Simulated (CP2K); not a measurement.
**GaP under changes of volume**

One of the cells (20.240 Å³/atom); the others are scaled copies at fixed shape and fractional positions:

```
Ga P
1.0
     3.85409    0.00000    0.00000
     1.92704    3.33774    0.00000
     1.92704    1.11258    3.14685
Ga P
1 1
Direct
  0.00000 0.00000 0.00000
  0.75000 0.75000 0.75000
```

* Program: CP2K 2026.2
* Functional: PBEsol
* Potentials or basis: POTENTIAL_UZH Ga GTH-PBE-q13, P GTH-PBE-q5; TZVP-MOLOPT-PBE-GTH basis
* Density cutoff: 6123 eV
* k mesh: 8 × 8 × 8
* Occupations: fermi-dirac, width 0.01 eV
* Spin: no spin polarisation

| volume (Å³/atom) | energy over the lowest point (meV/atom) | pressure (GPa) | gap on the mesh (eV) |
| --- | --- | --- | --- |
| 19.026 | 23.52 | 6.3 | 1.38 |
| 19.431 | 10.52 | 4.0 | 1.43 |
| 19.836 | 2.87 | 2.0 | 1.48 |
| 20.240 | 0.00 | 0.3 | 1.51 |
| 20.645 | 1.43 | -1.4 | 1.49 |
| 21.050 | 6.70 | -2.8 | 1.37 |
| 21.455 | ? | ? | ? |

Task: What does the run at 21.455 Å³/atom give?

Result: Energy over the lowest point 15.40 meV/atom; pressure -4.1 GPa; gap on the mesh 1.22 eV.

Worked out: A Birch-Murnaghan fit of order 3 (a polynomial in V^(-2/3)) to the other rows has its minimum at 20.30 Å³/atom with B0 = V·E''(V) = 84 GPa and B' = 4.5. It gives 15.43 meV/atom at 21.455 Å³/atom, against the run's 15.40, and -dE/dV = -4.1 GPa, against -4.1. A parabola through the other rows of the gap, of slope -6.54 eV per unit of ln V there, extrapolates to 1.28 eV, against the run's 1.22.

Energies are extrapolated to zero smearing.

Caveats: the potentials were made for another functional, which shifts forces and pressure; the basis of atomic orbitals isn't converged, which shifts pressures, moduli and gaps.

A mesh can miss the band edges. Spin-orbit coupling on Ga is left out.
